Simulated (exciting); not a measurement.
Consider KTaO3, space group Pm-3m.

```xyz
5
Lattice="3.9883 0.0000 0.0000 0.0000 3.9883 0.0000 0.0000 0.0000 3.9883" Properties=species:S:1:pos:R:3 pbc="T T T"
Ta    0.0000    0.0000    0.0000
K     1.9942    1.9942    1.9942
O     0.0000    0.0000    1.9942
O     0.0000    1.9942    0.0000
O     1.9942    0.0000    0.0000
```

Absorber: atom 2, with 12 O at 2.82 Å (cuboctahedral, site symmetry m-3m). Method: exciting, all-electron LAPW+lo, PBEsol, exchange and screened direct term (singlet BSE), 4×4×4 shifted k points, 34 conduction bands, |G+q| up to 3 bohr⁻¹, full RPA screening with nempty = 58, Lorentzian half width 0.45 eV.

Q: Predict the K K near-edge structure at this level.

Bound core exciton? No bright one: the first bright state (over 5 % of the brightest) lies at 4.43 eV from the Kohn–Sham onset and at 4.23 eV from the lowest bare transition of its own mesh; weaker or dark states reach down to -0.32 eV. Maxima (height): 6.1 eV (0.68), 8.1 eV (0.59), 9.9 eV (1.00) and 23.4 eV (0.24).

Energy from the Kohn–Sham onset, core level to the lowest empty state found on the meshes used; Im ε in relative units:

```tsv
E (eV)	Im ε
0.0	0.02
0.5	0.02
1.0	0.03
1.5	0.05
2.0	0.06
2.5	0.08
3.0	0.07
3.5	0.09
4.0	0.13
4.5	0.24
5.0	0.44
5.5	0.56
6.0	0.66
6.5	0.62
7.0	0.54
7.5	0.52
8.0	0.58
8.5	0.57
9.0	0.60
9.5	0.80
10.0	0.98
10.5	0.69
11.0	0.57
11.5	0.49
12.0	0.47
12.5	0.43
13.0	0.30
13.5	0.22
14.0	0.17
14.5	0.13
15.0	0.11
15.5	0.11
16.0	0.11
16.5	0.12
17.0	0.12
17.5	0.12
18.0	0.12
18.5	0.13
19.0	0.12
19.5	0.11
20.0	0.11
20.5	0.12
21.0	0.12
21.5	0.14
22.0	0.16
22.5	0.20
23.0	0.23
23.5	0.24
24.0	0.19
24.5	0.15
25.0	0.19
25.5	0.25
```

Binding energies aren't converged on 64 k points, and fine structure above the first lines is partly noise of the mesh. The kernel cutoff is low for a compact core orbital, so the effect of exchange is a lower bound. The zero comes from the unshifted 4×4×4 ground-state mesh; it is exact only where the band minimum lies on that mesh. The structure is a published determination, not relaxed.

[Banner, clock and machine lines of the logs are left out without a mark of their own.]

[Logs are printed without paths, hosts, clocks, repeated set-up lines and the standing remarks that a program may print on its own settings, such as how far it seeks lower states.]

[Hosts, paths, dates, database ids (printed as entryN), source tags and the programs' standing remarks are cut or masked in the printed files.]
